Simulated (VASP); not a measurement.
# InAs (F-43m) in VASP: notebook

Runs on InAs. Level: LDA. Tasks: single point, relaxation of cell and atoms.

Program: VASP 6.6.1. These are calculated values, not measurements. Logs are shortened: lines on timing, memory, paths and dates and some standing lists are left out, and cuts for length are marked.

**Experimental background.**

From a printed reference work, data compilation, for a bulk crystal of InAs at 4.2 K: band gap 0.418 eV (direct).

The results are compared with them further down.

## Step 1: The cell of the first run

The structure is cubic, space group F-43m (No. 216). The conventional cell has a = 5.965 Å, b = 5.965 Å, c = 5.965 Å, α = 90.00°, β = 90.00°, γ = 90.00°. In (site symmetry -43m) has 4 As at 2.58 Å within 3.4 Å. As (site symmetry -43m) has 4 In at 2.58 Å within 3.4 Å.

## Step 2: Single point, LDA

Contents of INCAR:

```
PREC = Accurate
ENCUT = 520
EDIFF = 1E-6
ISMEAR = -1
SIGMA = 0.15
LREAL = F
LASPH = T
NELM = 60
ALGO = Normal
ISIF = 2
LWAVE = F
LCHARG = F
GGA = CA
NBANDS = 16
```

Contents of KPOINTS:

```
Automatic mesh
0
Gamma
  12 12 12
```

Contents of POSCAR:

```
InAs
1.0
    0.0000000000      2.9822889025      2.9822889025
    2.9822889025      0.0000000000      2.9822889025
    2.9822889025      2.9822889025      0.0000000000
In As
1 1
Direct
    0.0000000000      0.0000000000      0.0000000000
    0.7500000000      0.7500000000      0.7500000000
```

Potentials or basis: VASP PAW LDA potentials, release 64 (In_d, As).

The run is started by

```sh
$ cat potpaw_LDA.64/In_d/POTCAR potpaw_LDA.64/As/POTCAR > POTCAR
$ mpirun -np 1 vasp_std > vasp.out
```

OUTCAR:

```text
PREC = Accurate
   ENCUT = 520
   EDIFF = 1E-6
   ISMEAR = -1
   LREAL = F
   LASPH = T
   NELM = 60
   ISIF = 2
   GGA = CA

 ion  position               nearest neighbor table
   1  0.000  0.000  0.000-   2 2.58   2 2.58   2 2.58   2 2.58
   2  0.750  0.750  0.750-   1 2.58   1 2.58   1 2.58   1 2.58

  LATTYP: Found a face centered cubic cell.
 ALAT       =     5.9645778050

  Lattice vectors:

 A1 = (   0.0000000000,   2.9822889025,   2.9822889025)
 A2 = (   2.9822889025,   0.0000000000,   2.9822889025)
 A3 = (   2.9822889025,   2.9822889025,   0.0000000000)

Analysis of symmetry for initial positions (statically):
=====================================================================
 Subroutine PRICEL returns:
 Original cell was already a primitive cell.

 Routine SETGRP: Setting up the symmetry group for a
 face centered cubic supercell.

 Subroutine GETGRP returns: Found 24 space group operations
 (whereof 24 operations were pure point group operations)
 out of a pool of 48 trial point group operations.

The static configuration has the point symmetry T_d .

Analysis of symmetry for dynamics (positions and initial velocities):
=====================================================================
 Subroutine PRICEL returns:
 Original cell was already a primitive cell.

 Routine SETGRP: Setting up the symmetry group for a
 face centered cubic supercell.

 Subroutine GETGRP returns: Found 24 space group operations
 (whereof 24 operations were pure point group operations)
 out of a pool of 48 trial point group operations.

The dynamic configuration has the point symmetry T_d .

 Subroutine INISYM returns: Found 24 space group operations
 (whereof 24 operations are pure point group operations),
 and found     1 'primitive' translations

----------------------------------------------------------------------------------------

                                     Primitive cell

  volume of cell :      53.0492

  direct lattice vectors                    reciprocal lattice vectors
     0.000000000  2.982288903  2.982288903    -0.167656460  0.167656460  0.167656460
     2.982288903  0.000000000  2.982288903     0.167656460 -0.167656460  0.167656460
     2.982288903  2.982288903  0.000000000     0.167656460  0.167656460 -0.167656460

  length of vectors
     4.217593413  4.217593413  4.217593413     0.290389507  0.290389507  0.290389507

  position of ions in fractional coordinates (direct lattice)
     0.000000000  0.000000000  0.000000000
     0.750000000  0.750000000  0.750000000

  ion indices of the primitive-cell ions
   primitive index   ion index
                 1           1
                 2           2

----------------------------------------------------------------------------------------

 KPOINTS: Automatic mesh

Automatic generation of k-mesh.
 Grid dimensions read from file:
 generate k-points for:   12   12   12

 Generating k-lattice:

  Cartesian coordinates                     Fractional coordinates (reciprocal lattice)
    -0.013971372  0.013971372  0.013971372     0.083333333  0.000000000  0.000000000
     0.013971372 -0.013971372  0.013971372     0.000000000  0.083333333  0.000000000
     0.013971372  0.013971372 -0.013971372     0.000000000  0.000000000  0.083333333

  Length of vectors
     0.024199126  0.024199126  0.024199126

  Shift w.r.t. Gamma in fractional coordinates (k-lattice)
     0.000000000  0.000000000  0.000000000

 Subroutine IBZKPT returns following result:
 ===========================================

 Found     72 irreducible k-points:

 Following reciprocal coordinates:
            Coordinates               Weight
  0.000000  0.000000  0.000000      1.000000
  0.083333  0.000000  0.000000      8.000000
  0.166667  0.000000  0.000000      8.000000
  0.250000  0.000000  0.000000      8.000000
  0.333333  0.000000  0.000000      8.000000
  0.416667  0.000000  0.000000      8.000000
[... 16 lines left out ...]
  0.500000  0.166667  0.000000     24.000000
 -0.416667  0.166667  0.000000     24.000000
 [... further k-points ...]
   k-points           NKPTS =     72   k-points in BZ     NKDIM =     72   number of bands    NBANDS=     16
   number of dos      NEDOS =    301   number of ions     NIONS =      2
   total plane-waves  NPLWV =  32768
   dimension x,y,z NGX =    32 NGY =   32 NGZ =   32
   dimension x,y,z NGXF=    64 NGYF=   64 NGZF=   64
   ions per type =               1   1
   NGX,Y,Z   is equivalent  to a cutoff of  12.61, 12.61, 12.61 a.u.
   NGXF,Y,Z  is equivalent  to a cutoff of  25.23, 25.23, 25.23 a.u.
 SYSTEM =  unknown system
   PREC   = accura    normal or accurate (medium, high low for compatibility)
   ISTART =      0    job   : 0-new  1-cont  2-samecut
   ICHARG =      2    charge: 1-file 2-atom 10-const
   ISPIN  =      1    spin polarized calculation?
   LNONCOLLINEAR =      F non collinear calculations
   LSORBIT =      F    spin-orbit coupling
[... 106 lines left out ...]
  band No.  band energies     occupation
      1      -9.7972      2.00000
      2      -9.6494      2.00000
      3      -9.6494      2.00000
      4      -9.5285      2.00000
      5      -9.5285      2.00000
      6      -6.3453      2.00000
[... 8 lines left out ...]
     15      13.8992      0.00000
     16      13.8992      0.00000

 k-point     6 :       0.4167    0.0000    0.0000
  band No.  band energies     occupation
      1      -9.8222      2.00000
      2      -9.6444      2.00000
      3      -9.6444      2.00000
      4      -9.5250      2.00000
      5      -9.5250      2.00000
      6      -5.9671      2.00000
[... 8 lines left out ...]
     15      14.8551      0.00000
     16      14.8551      0.00000

 k-point     7 :       0.5000    0.0000    0.0000
  band No.  band energies     occupation
      1      -9.8311      2.00000
      2      -9.6428      2.00000
      3      -9.6428      2.00000
      4      -9.5235      2.00000
      5      -9.5235      2.00000
      6      -5.8037      2.00000
[... 8 lines left out ...]
     15      15.6225      0.00000
     16      15.6225      0.00000

 k-point     8 :       0.0833    0.0833    0.0000
  band No.  band energies     occupation
      1      -9.6987      2.00000
      2      -9.6735      2.00000
      3      -9.6735      2.00000
      4      -9.5352      2.00000
      5      -9.5310      2.00000
      6      -7.3142      2.00000
[... 8 lines left out ...]
     15      13.2029      0.00000
     16      14.6720      0.00000

 k-point     9 :       0.1667    0.0833    0.0000
  band No.  band energies     occupation
      1      -9.7238      2.00000
      2      -9.6667      2.00000
      3      -9.6652      2.00000
      4      -9.5375      2.00000
      5      -9.5293      2.00000
      6      -7.1362      2.00000
[... 8 lines left out ...]
     15      13.6151      0.00000
     16      14.2416      0.00000
[... 172 lines left out ...]
 k-point    19 :       0.1667    0.1667    0.0000
  band No.  band energies     occupation
      1      -9.7460      2.00000
      2      -9.6565      2.00000
      3      -9.6565      2.00000
      4      -9.5427      2.00000
      5      -9.5262      2.00000
      6      -7.0121      2.00000
[... 8 lines left out ...]
     15      14.2374      0.00000
     16      14.8925      0.00000

 k-point    20 :       0.2500    0.1667    0.0000
  band No.  band energies     occupation
      1      -9.7756      2.00000
      2      -9.6469      2.00000
      3      -9.6453      2.00000
      4      -9.5468      2.00000
      5      -9.5232      2.00000
      6      -6.7532      2.00000
[... 8 lines left out ...]
     15      14.7992      0.00000
     16      14.9127      0.00000

 k-point    21 :       0.3333    0.1667    0.0000
  band No.  band energies     occupation
      1      -9.8048      2.00000
      2      -9.6400      2.00000
      3      -9.6352      2.00000
      4      -9.5476      2.00000
      5      -9.5206      2.00000
      6      -6.3924      2.00000
[... 8 lines left out ...]
     15      14.8328      0.00000
     16      15.0064      0.00000

 k-point    22 :       0.4167    0.1667    0.0000
  band No.  band energies     occupation
      1      -9.8279      2.00000
      2      -9.6362      2.00000
      3      -9.6288      2.00000
      4      -9.5444      2.00000
      5      -9.5193      2.00000
      6      -5.9961      2.00000
[... 8 lines left out ...]
     15      14.9240      0.00000
     16      15.6695      0.00000

 k-point    23 :       0.5000    0.1667    0.0000
  band No.  band energies     occupation
      1      -9.8406      2.00000
      2      -9.6350      2.00000
      3      -9.6266      2.00000
      4      -9.5384      2.00000
      5      -9.5209      2.00000
      6      -5.6910      2.00000
[... 8 lines left out ...]
     15      15.2410      0.00000
     16      15.7461      0.00000

 k-point    24 :      -0.4167    0.1667    0.0000
  band No.  band energies     occupation
      1      -9.8405      2.00000
      2      -9.6356      2.00000
      3      -9.6283      2.00000
      4      -9.5325      2.00000
      5      -9.5259      2.00000
      6      -5.6421      2.00000
[... 8 lines left out ...]
     15      14.5395      0.00000
     16      14.9295      0.00000

 [... further k-points ...]
[... 5 lines left out ...]
  --------------------------------------------------------------------------------------
  -------------------------------------------------------------------------------------
  Total        0.7169857      0.7169857      0.7169857      0.0000000     -0.0000000      0.0000000
  in kB       21.6541899     21.6541899     21.6541899      0.0000000     -0.0000000      0.0000000
  external PRESSURE =      21.6541899 kB  Pullay stress =       0.0000000 kB

 VOLUME and BASIS-vectors are now :
 -----------------------------------------------------------------------------
  energy-cutoff  :      520.00
  volume of cell :       53.05
      direct lattice vectors                 reciprocal lattice vectors
     0.000000000  2.982288903  2.982288903    -0.167656460  0.167656460  0.167656460
     2.982288903  0.000000000  2.982288903     0.167656460 -0.167656460  0.167656460
     2.982288903  2.982288903  0.000000000     0.167656460  0.167656460 -0.167656460

 POSITION                                       TOTAL-FORCE (eV/Angst)
 -----------------------------------------------------------------------------------
      0.00000      0.00000      0.00000        -0.000000      0.000000     -0.000000
      4.47343      4.47343      4.47343         0.000000     -0.000000      0.000000
 -----------------------------------------------------------------------------------
    total drift:                                0.000000      0.000000      0.000000

  FREE ENERGIE OF THE ION-ELECTRON SYSTEM (eV)
  ---------------------------------------------------
  free  energy   TOTEN  =        -9.0185865317 eV

  energy  without entropy=       -9.0158755481  energy(sigma->0) =       -9.01723104
```

Run time: 34 s. Hardware: 1 thread of Intel Xeon Platinum 8259CL at 2.50GHz (Skylake/Cascade Lake), shared host; peak memory 0.2 GiB.

Results:

```yaml
Free_energy: -9.0186 eV
Pressure: 2.2 GPa
Band_gap_on_the_k_mesh: zero (filled and empty bands touch)
```

Levels at points of the mesh, in eV from the Fermi level:
| k point | band 5 | band 6 | band 7 | band 8 | band 9 | band 10 | band 11 | band 12 | band 13 | band 14 |
| --- | --- | --- | --- | --- | --- | --- | --- | --- | --- | --- |
| (0.00, 0.00, 0.00) | -14.69 | -12.58 | -0.57 | -0.39 | -0.39 | -0.39 | 3.45 | 3.45 | 3.45 | 7.04 |
| (0.50, 0.00, 0.00) | -14.68 | -10.96 | -6.44 | -1.45 | -1.45 | 0.51 | 4.24 | 4.24 | 6.34 | 8.68 |
| (0.50, 0.50, 0.00) | -14.66 | -10.37 | -6.49 | -2.88 | -2.88 | 0.96 | 1.57 | 8.88 | 9.04 | 9.04 |

Caveat: spin-orbit coupling is left out, which moves the levels of the heavy elements.

## Step 3: Relaxation of cell and atoms, LDA, target pressure 2 GPa, at which the enthalpy is minimised

This run uses another cell than the first one, of 27.36 Å³/atom, 1.032 times its volume.

Contents of INCAR:

```
ALGO = Normal ; EDIFF = 1E-6
EDIFFG = -0.001 ; ENCUT = 600
GGA = CA ; IBRION = 2
ISIF = 3 ; ISMEAR = -1
LASPH = T ; LCHARG = F
LREAL = F ; LWAVE = F
NELM = 80 ; NSW = 80
PREC = Accurate ; PSTRESS = 20.0
SIGMA = 0.15
```

Contents of KPOINTS:

```
k-points
0
Gamma
  12 12 12
```

Contents of POSCAR:

```
InAs
1.0
    0.0000000000      3.0133041419      3.0133041419
    3.0133041419      0.0000000000      3.0133041419
    3.0133041419      3.0133041419      0.0000000000
In As
1 1
Direct
    0.0000000000      0.0000000000      0.0000000000
    0.7500000000      0.7500000000      0.7500000000
```

Potentials or basis: VASP PAW LDA potentials, release 64 (In_d, As).

The run is started by

```sh
$ cat potpaw_LDA.64/In_d/POTCAR potpaw_LDA.64/As/POTCAR > POTCAR
$ mpirun -np 1 vasp_std > vasp.out
```

Wall time 4.6 min (1 thread of Intel Xeon Platinum 8259CL at 2.50GHz (Skylake/Cascade Lake), shared host); peak memory 0.23 GiB.

It converged, with:

```yaml
Free_energy: -9.0209 eV
Relaxed_volume: 26.61 Å³/atom
Relaxed_cell: a = 4.222 Å, b = 4.222 Å, c = 4.222 Å, α = 60.00°, β = 60.00°, γ = 60.00°
Space_group_after_relaxing_to_0.05_Å: F-43m (No. 216)
Energy_change_on_relaxing_the_enthalpy_is_what_falls: +5.0 meV/atom
Ionic_steps: 16
Pressure_after_relaxing: 2.0 GPa
Band_gap_on_the_k_mesh: zero (filled and empty bands touch)
```

Step by step:
| step | energy change (eV) | largest force (eV/Å) | pressure (GPa) | volume (Å³) |
| --- | --- | --- | --- | --- |
| 1 | 0.0000 | 0.0000 | 0.17 | 54.72 |
| 2 | 0.0253 | 0.0000 | 3.28 | 52.28 |
| 3 | 0.0100 | 0.0000 | 2.02 | 53.21 |
| 4 | 0.0096 | 0.0000 | 1.95 | 53.24 |
| 5 | 0.0096 | 0.0000 | 1.95 | 53.24 |
| 6 | 0.0097 | 0.0000 | 1.94 | 53.24 |
| 7 | 0.0097 | 0.0000 | 1.96 | 53.24 |
| 8 | 0.0097 | 0.0000 | 1.96 | 53.24 |
| 9 | 0.0097 | 0.0000 | 1.96 | 53.24 |
| 10 | 0.0097 | 0.0000 | 1.96 | 53.24 |
| 11 | 0.0097 | 0.0000 | 1.96 | 53.24 |
| 12 | 0.0097 | 0.0000 | 1.96 | 53.24 |
| 13 | 0.0098 | 0.0000 | 1.95 | 53.23 |
| 14 | 0.0099 | 0.0000 | 1.98 | 53.22 |
| 15 | 0.0099 | 0.0000 | 1.97 | 53.22 |
| 16 | 0.0100 | 0.0000 | 2.00 | 53.21 |

Final structure:
```yaml
crystal:
  lattice:
    - [0.00000, 2.98539, 2.98539]
    - [2.98539, 0.00000, 2.98539]
    - [2.98539, 2.98539, 0.00000]
  atoms:
    - { symbol: In, position: [0.00000, 0.00000, 0.00000] }
    - { symbol: As, position: [0.75000, 0.75000, 0.75000] }
```

Levels at points of the mesh, in eV from the Fermi level:
| k point | band 6 | band 7 | band 8 | band 9 | band 10 | band 11 | band 12 | band 13 |
| --- | --- | --- | --- | --- | --- | --- | --- | --- |
| (0.00, 0.00, 0.00) | -12.55 | -0.59 | -0.39 | -0.39 | -0.39 | 3.45 | 3.45 | 3.45 |
| (0.50, 0.00, 0.00) | -10.95 | -6.42 | -1.44 | -1.44 | 0.50 | 4.24 | 4.24 | 6.34 |
| (0.50, 0.50, 0.00) | -10.36 | -6.47 | -2.86 | -2.86 | 0.97 | 1.57 | 8.86 | 9.02 |

Caveat: the cell is relaxed towards a set pressure, so the enthalpy falls and the energy may rise; spin-orbit coupling is left out, which moves the levels of the heavy elements.

## Step 4: Single point, LDA

This run uses another cell than the first one, of 27.65 Å³/atom, 1.043 times its volume.

Contents of INCAR:

```
PREC = Accurate ; ENCUT = 500
EDIFF = 1E-6 ; ISMEAR = 0
SIGMA = 0.1 ; LREAL = False
LASPH = True ; NELM = 120
ALGO = Normal ; ISIF = 2
LWAVE = False ; LCHARG = False
NBANDS = 16 ; GGA_COMPAT = False
```

Contents of KPOINTS:

```
regular mesh
0
Gamma
  6 6 6
```

Contents of POSCAR:

```
InAs
1.0
    0.0000000000      3.0240000000      3.0240000000
    3.0240000000      0.0000000000      3.0240000000
    3.0240000000      3.0240000000      0.0000000000
In As
1 1
Direct
    0.0000000000      0.0000000000      0.0000000000
    0.7500000000      0.7500000000      0.7500000000
```

The run is started by

```sh
$ cat potpaw_LDA.64/In_d/POTCAR potpaw_LDA.64/As/POTCAR > POTCAR
$ mpirun -np 1 vasp_std > vasp.out
```

Run time: 19 s. Hardware: 1 thread of Intel Xeon 8259CL, shared host; peak memory 0.15 GiB.

It converged, with:

* Free energy: -9.0093 eV
* Pressure: -0.4 GPa
* Band gap on the k mesh: zero (filled and empty bands touch)

Levels at points of the mesh, in eV from the Fermi level:
```
           k point  band 5  band 6  band 7  band 8  band 9  band 10  band 11  band 12  band 13  band 14
(0.00, 0.00, 0.00)  -14.27  -11.94   -0.43   -0.03   -0.03    -0.03     3.79     3.79     3.79     7.24
(0.50, 0.00, 0.00)  -14.26  -10.46   -5.87   -1.03   -1.03     0.77     4.57     4.57     6.65     8.81
(0.50, 0.50, 0.00)  -14.24   -9.92   -5.95   -2.38   -2.38     1.38     1.92     8.97     9.10     9.10
```

Caveat: spin-orbit coupling is left out, which moves the levels of the heavy elements.

## Step 5: Overview

```csv
task,cell,k mesh,cutoff (eV),smearing,gap on the mesh (eV),pressure (GPa)
single point,"a = 4.218 Å, angles 60.0°, 2 atoms",12 × 12 × 12,520,fermi-dirac 0.15 eV,none,2.2
relaxation of cell and atoms,"relaxed to 2 GPa from a = 4.261 Å, angles 60.0°, 2 atoms",12 × 12 × 12,600,fermi-dirac 0.15 eV,none,2.0
single point,"a = 4.277 Å, angles 60.0°, 2 atoms",6 × 6 × 6,500,gaussian 0.1 eV,none,-0.4
```

Alike in all rows: level LDA; potentials or basis VASP PAW LDA potentials, release 64 (In_d, As); no spin polarisation.

Caveats: spin-orbit coupling is left out, which moves the levels of the heavy elements; the cell is relaxed towards a set pressure, so the enthalpy falls and the energy may rise (some runs).

Total energies depend on the potentials used, so only differences within one code and one set of settings carry meaning.

## Step 6: Comparison with measurements

Step 4. Against the measured gap of InAs, 0.418 eV (direct; 4.2 K; a printed reference work, data compilation), the calculated 0.00 eV is off by -0.42 eV. Spin-orbit coupling on As, In is left out. The value is that of LDA on a finite k mesh, which can miss the band edges, without temperature or zero-point motion. Semilocal functionals fall short of measured gaps as a rule.
